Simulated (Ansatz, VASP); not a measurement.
# SiGe2: VASP beside Ansatz

Aim: how closely do two programs agree when they are given the same cell, functional and k mesh? The cell is generated by rule, not measured, and may not be a known phase. The cell is taken from a series of runs on this material, whose earlier steps may have relaxed, scaled, displaced or heated it; both programs get it as it stands.

Method: plane waves, with VASP 6.6.1 beside it; relaxation of cell and atoms at r2SCAN, in Ansatz 0.2.0.

The structure was built from a prototype and need not be the compound's stable phase.

## (1) Set-up

Symmetry: Pn-3m, No. 224, cubic system. The conventional cell has a = 5.288 Å, b = 5.288 Å, c = 5.288 Å, α = 90.00°, β = 90.00°, γ = 90.00°. Nearest to Si lie 4 Ge at 2.29 Å. Ge has 2 Si at 2.29 Å nearest. Farther neighbours are not listed.

Coordinates:

```cif
data_structure
_symmetry_space_group_name_H-M 'Pn-3m:1'
_symmetry_Int_Tables_number 224
_cell_length_a 5.2876
_cell_length_b 5.2876
_cell_length_c 5.2876
_cell_angle_alpha 90.000
_cell_angle_beta 90.000
_cell_angle_gamma 90.000
_cell_volume 147.83
loop_
_atom_site_label
_atom_site_type_symbol
_atom_site_symmetry_multiplicity
_atom_site_Wyckoff_symbol
_atom_site_fract_x
_atom_site_fract_y
_atom_site_fract_z
_atom_site_occupancy
Si1 Si 2 a 0.00000 0.00000 0.00000 1
Ge1 Ge 4 b 0.25000 0.25000 0.25000 1
```

## (2) Ansatz: relaxation of cell and atoms, r2SCAN

Ansatz runs on its default PAW (the set named soft_2) files.

The relaxed volume is the usual yardstick between codes: in a stiff, nearly cubic crystal its relative difference is about their pressure difference at one cell divided by the bulk modulus.

input.yaml

```yaml
crystal:
  lattice:
    - [5.2875750615, 0.0, 0.0]
    - [0.0, 5.2875750615, 0.0]
    - [0.0, 0.0, 5.2875750615]
  atoms:
    - { symbol: Si, position: [0.0, 0.0, 0.0] }
    - { symbol: Si, position: [0.5, 0.5, 0.5] }
    - { symbol: Ge, position: [0.25, 0.25, 0.25] }
    - { symbol: Ge, position: [0.75, 0.75, 0.25] }
    - { symbol: Ge, position: [0.75, 0.25, 0.75] }
    - { symbol: Ge, position: [0.25, 0.75, 0.75] }
kpoints:
  mp_grid: { grid: [8, 8, 8] }
hamiltonian:
  xc: r2scan
scf:
  occupations: { method: gaussian, width: 0.1 }
output:
  forces: true
  stress: true
  eigenvalues: true
  write_density: true
  write_potential: true
  elf: true
  volumetric_format: npy
relax:
  adjacent_minimum: "off"
  f_tol: 0.005
  max_steps: 80
  cell: { stress_tol: 0.05 }
```

Run with:

```sh
> ansatz run input.yaml --threads 8 --pin off --max-ram 14336MiB --backend cpu --events-out ev --progress --plain --runs-dir out
```

Numbers of over 12 decimals in the logs are rounded to 6 here.

The program printed:

```text
Engine: ansatz 0.2.0, aarch64-unknown-linux-gnu
Pseudopotentials: kind: paw
Pseudopotential: Si, paw, valence charge 4, recommended cutoff 500 eV (meta_gga), Si.paw.azcp
Pseudopotential: Ge, paw, valence charge 14, recommended cutoff 500 eV (meta_gga), Ge.paw.azcp
Functional definition: r2SCAN
  parameter k0 = 0.174
  parameter k1 = 0.065
  parameter a1 = 4.9479
  exchange = r2scan_x(k0 = k0, k1 = k1, a1 = a1)
  correlation = r2scan_c
Crystal: 6 atoms, lattice volume = 147.832 Å³
Basis set: ecut = 500 eV, 3743 PW (Γ), exchange–correlation on 160×160×160 points (64 copies of the dense FFT grid, shifted against one another)
Bands: 39, of which v1, the nominal top of the filled ones, is band 32 counted from 1 (31 counted from 0)
Symmetry: 48 space group operations
Space group: Pn-3m (ITA 224), of the structure as read, at distance tolerance 5.3e-5 Å
k-points: 35 of 512
Non-local potential: Si, projectors of the file, l = 0: 2, l = 1: 2, l = 2: 2
Non-local potential: Ge, projectors of the file, l = 0: 2, l = 1: 2, l = 2: 3, l = 3: 1
PAW form: soft (Blöchl's): semilocal exchange-correlation on the pseudo side does not see the compensation charge
PAW frozen core: Si, regenerated for the run's functional (the file was generated under x = pbe(κ = 0.804, μ = 0.219515), c = pbe(β = 0.066725))
PAW frozen core: Ge, regenerated for the run's functional (the file was generated under x = pbe(κ = 0.804, μ = 0.219515), c = pbe(β = 0.066725))
PAW one-centre angular grid: Si, 302 points (default); XC on 160 Gauss nodes
PAW one-centre angular grid: Ge, 590 points (default); XC on 160 Gauss nodes
Initial density: superposition of atomic densities (neutral atoms: chi_scale 0, normalization atom), corrected by the library's trained network
Initial wavefunctions: pseudopotential atomic-orbital guess
Functional: x = r2scan, c = r2scan; τ floored in thin density (d = 2e-4 eV/Å³)
SCF iter   1: F=—  HF=-18483.447152 eV  |F-HF|=—  |Δ(HF+E_count)|=         —  Δρ=7.77e-3  dr2=7.84e-2  dr2_τ=1.52e-2  ethr=1.77e-3  ⟨swp⟩=7.0  Hψ=5688  notcnv=0
preconditioner: auto → Kerker (q_TF=auto, 2.373 Å⁻¹)  [metal: Δε(μ)=0.047 eV  Ē_g=7.612 eV  σ=0.100 eV  W_gap=0.26  n_scr=26 (ndim 8)  ℏωp=15.0 eV  f_vac=0.000  D(μ)=4.04/eV (n_scr^D=26)]
SCF iter   2: F=—  HF=-18483.477210 eV  |F-HF|=—  |Δ(HF+E_count)|=   3.01e-2  Δρ=3.96e-3  dr2=2.61e-2  dr2_τ=9.62e-5  ethr=1.23e-4  ⟨swp⟩=2.0  Hψ=2958  notcnv=0  defer=52
SCF iter   3: F=—  HF=-18483.473733 eV  |F-HF|=—  |Δ(HF+E_count)|=   3.48e-3  Δρ=2.12e-3  dr2=7.26e-3  dr2_τ=5.42e-5  ethr=4.08e-5  ⟨swp⟩=2.1  Hψ=1703  notcnv=0  defer=52
SCF iter   4: F=—  HF=-18483.472645 eV  |F-HF|=—  |Δ(HF+E_count)|=   1.09e-3  Δρ=2.96e-4  dr2=1.43e-4  dr2_τ=1.36e-6  ethr=1.13e-5  ⟨swp⟩=2.0  Hψ=1720  notcnv=0  defer=52
SCF iter   5: F=—  HF=-18483.472756 eV  |F-HF|=—  |Δ(HF+E_count)|=   1.11e-4  Δρ=1.07e-4  dr2=2.77e-5  dr2_τ=1.40e-7  ethr=2.23e-7  ⟨swp⟩=3.0  Hψ=2568  notcnv=0  defer=52
SCF iter   6: F=—  HF=-18483.472782 eV  |F-HF|=—  |Δ(HF+E_count)|=   2.58e-5  Δρ=3.19e-5  dr2=2.42e-6  dr2_τ=1.86e-8  ethr=4.33e-8  ⟨swp⟩=2.0  Hψ=2377  notcnv=0  defer=52
SCF iter   7: F=-18483.472785 eV  HF=-18483.472785 eV  |F-HF|=6.11e-8  |Δ(HF+E_count)|=   2.65e-6  Δρ=7.24e-6  dr2=6.97e-8  dr2_τ=3.89e-10  ethr=1.56e-10  ⟨swp⟩=12.9  Hψ=10873  notcnv=0
SCF 1 converged in 7 iterations: F = -18483.472785 eV  dr2 = 6.97e-8
  greatest PAW one-centre occupation: 0.998 electrons in one spin orbital (limit 2), on the Ge atom at site 5 (counted from 0), in its partial waves of l = 2
relax step   1: F+E_penalty+E_count = -18483.47278480 eV  Δ(F+E_penalty+E_count) = +0.000e0 eV  max|allowed force component| = 5.397e-18 eV/Å  Δτ_max = 0.0000 Å  P = +0.023 GPa  Ω = 147.832 Å³  (7 SCF iters, dr2 threshold 1.00e-7 eV, accepted)
Initial density: handed on by an earlier stage of this run
Initial wavefunctions: pseudopotential atomic-orbital guess (no wavefunctions were taken with the density)
iter 1 solved again at ethr=1.49e-7 eV; its pass at ethr=3.10e-3 eV (dr2=9.50e-5 eV) is discarded
SCF iter   1: F=—  HF=-18483.472785 eV  |F-HF|=—  |Δ(HF+E_count)|=         —  Δρ=7.26e-6  dr2=7.07e-8  dr2_τ=4.08e-10  ethr=1.49e-7  ⟨swp⟩=3.3  Hψ=9732  notcnv=0
preconditioner: auto → Kerker (q_TF=auto, 2.373 Å⁻¹)  [metal: Δε(μ)=0.049 eV  Ē_g=7.618 eV  σ=0.100 eV  W_gap=0.27  n_scr=26 (ndim 8)  ℏωp=15.0 eV  f_vac=0.000  D(μ)=4.04/eV (n_scr^D=26)]
SCF iter   2: F=—  HF=-18483.472785 eV  |F-HF|=—  |Δ(HF+E_count)|=   2.68e-8  Δρ=4.98e-6  dr2=3.27e-8  dr2_τ=2.15e-10  ethr=1.11e-10  ⟨swp⟩=2.5  Hψ=2514  notcnv=0
SCF iter   3: F=—  HF=-18483.472785 eV  |F-HF|=—  |Δ(HF+E_count)|=   3.20e-8  Δρ=2.03e-6  dr2=7.33e-9  dr2_τ=6.36e-11  ethr=5.11e-11  ⟨swp⟩=3.0  Hψ=2551  notcnv=0
SCF iter   4: F=—  HF=-18483.472785 eV  |F-HF|=—  |Δ(HF+E_count)|=   3.43e-9  Δρ=5.61e-7  dr2=5.29e-10  dr2_τ=3.36e-12  ethr=1.14e-11  ⟨swp⟩=2.0  Hψ=2487  notcnv=0
SCF iter   5: F=-18483.472785 eV  HF=-18483.472785 eV  |F-HF|=7.28e-12  |Δ(HF+E_count)|=  3.27e-10  Δρ=1.66e-7  dr2=4.77e-11  dr2_τ=6.68e-13  ethr=1.00e-12  ⟨swp⟩=5.5  Hψ=7097  notcnv=0
SCF 2 converged in 5 iterations: F = -18483.472785 eV  dr2 = 4.77e-11
  greatest PAW one-centre occupation: 0.998 electrons in one spin orbital (limit 2), on the Ge atom at site 4 (counted from 0), in its partial waves of l = 2
relax step   2: F+E_penalty+E_count = -18483.47278482 eV  Δ(F+E_penalty+E_count) = -2.411e-8 eV  max|allowed force component| = 3.855e-18 eV/Å  Δτ_max = 0.0000 Å  P = +0.023 GPa  Ω = 147.832 Å³  stress off target by 2.31e-2 GPa  SCF on the basis re-selected at this cell (its energy is not comparable with the rows above)  (5 SCF iters)
basis re-selected at this cell: Δ(F+E_penalty+E_count) = -2.411e-8 eV, ΔP = +0.000 GPa vs the last step (what re-selecting the basis moved, of the pressure what is left beyond the Pulay correction that the steps carried, after the strain that the cell walked since its last selection, with what the two solves' SCF thresholds leave and, on support functions, any second-order correction that the steps lacked; it is no m [...]
SCF converged after 5 iterations
Free energy (F): -18483.472785 eV
Harris-Foulkes:  -18483.472785 eV  (|F-HF|=7.28e-12)
Internal energy: -18483.452606 eV  (E = F + TS)
E sigma→0 (E₀):  -18483.462695 eV
Entropy (-TS):   -0.020179 eV (-3.363 meV/atom)
Fermi energy:    6.470793 eV
--- Per-component energies (eV) ---
  E_band       = -746.274822
  E_kinetic    = 518.182130
  E_local      = -10410.411134  (includes V_loc(G=0)·N_el)
  E_nonlocal   = 1721.074503
  E_hartree    = 4530.373174
  E_xc         = -374.783926
  E_vxc        = -365.590449  (∫ρ·V_xc dr)
  E_paw        = -9165.730268  (= ΣΔE_a)
  E_vpaw       = -1290.117469  (= ΣTr[D̂ρ^β])
  E_aug_tail   = 0.000093  (compensation charges beyond the density's cutoff)
  E_vtau       = 19.841004  (kinetic-family band-sum trace: ∫τ·v_τ [+ j·A + Jᵃ·Aᵃ] dr)
  E_ewald      = -5297.661248
  E_core_change = -4.495929  (= ΣΔE_core)
  E_smearing   = -0.020179  (= −TS)
  E_closure    = 0.000000  (closes the sum)
  Σ components = -18483.472785   (vs F -18483.472785, Δ=0.00e0)
--- Forces (eV/Å), atoms counted from 1 ---
  atom   1  Si    -0.00000000     0.00000000     0.00000000
  atom   2  Si    -0.00000000     0.00000000     0.00000000
  atom   3  Ge    -0.00000000     0.00000000     0.00000000
  atom   4  Ge    -0.00000000     0.00000000     0.00000000
  atom   5  Ge    -0.00000000     0.00000000    -0.00000000
  atom   6  Ge    -0.00000000     0.00000000     0.00000000
  max |Σ_I F_I| component: 4.63e-18 eV/Å
--- Stress (GPa, compression-positive) ---
        0.023069       0.000000       0.000000
       -0.000000       0.023069       0.000000
        0.000000       0.000000       0.023069
  P = ⅓ Tr σ = 0.0231 GPa (0.231 kbar)
--- Band table (eV; the first three rows and the last of 35) ---
  k-point 0: bands = [... 28 lower, 3.5458, 3.5458, 4.8462, 7.4579, 7.4579, 7.4579, 8.0988, 8.0988, ... 3 higher]
  k-point 1: bands = [... 28 lower, 3.6297, 3.7386, 5.3194, 7.0314, 7.0314, 7.0960, 8.1810, 8.3594, ... 3 higher]
  k-point 2: bands = [... 28 lower, 3.8801, 4.2710, 6.2200, 6.3457, 6.6745, 6.6745, 7.8458, 7.9159, ... 3 higher]
  k-point 34: bands = [... 28 lower, 5.7831, 5.7831, 5.7831, 6.6863, 8.2740, 8.2740, 9.1022, 9.1022, ... 3 higher]
--- Relaxed structure (1 steps of the walk, 1 accepted, 1 SCFs on fresh bases) ---
  F+E_penalty+E_count = -18483.47278482 eV   max|allowed force component| = 3.855e-18 eV/Å   (the final SCF, on the basis selected at the relaxed cell)
  cell:  # Å, volume = 147.8324 Å³
    - [5.2875750615, 0.0, 0.0]
    - [0.0, 5.2875750615, 0.0]
    - [0.0, 0.0, 5.2875750615]
  atoms:
    - { symbol: Si, position: [0.0, 0.0, 0.0] }
    - { symbol: Si, position: [0.500000, 0.500000, 0.500000] }
    - { symbol: Ge, position: [0.250000, 0.250000, 0.250000] }
    - { symbol: Ge, position: [0.750000, 0.750000, 0.250000] }
    - { symbol: Ge, position: [0.750000, 0.250000, 0.750000] }
    - { symbol: Ge, position: [0.250000, 0.750000, 0.750000] }
```

The column dr2 measures how far the density is from self-consistency, as an energy; F and HF (Harris–Foulkes) agree once it is small.

[end of part 1 of 2]

[Lines on the potential files, build, host, timing and source positions are cut from VASP's logs without a mark.]

[Logs are printed without paths, hosts, clocks, repeated set-up lines and the standing remarks that a program may print on its own settings, such as how far it seeks lower states.]

[Hosts, paths, dates, database ids (printed as entryN), source tags and the programs' standing remarks are cut or masked in the printed files.]
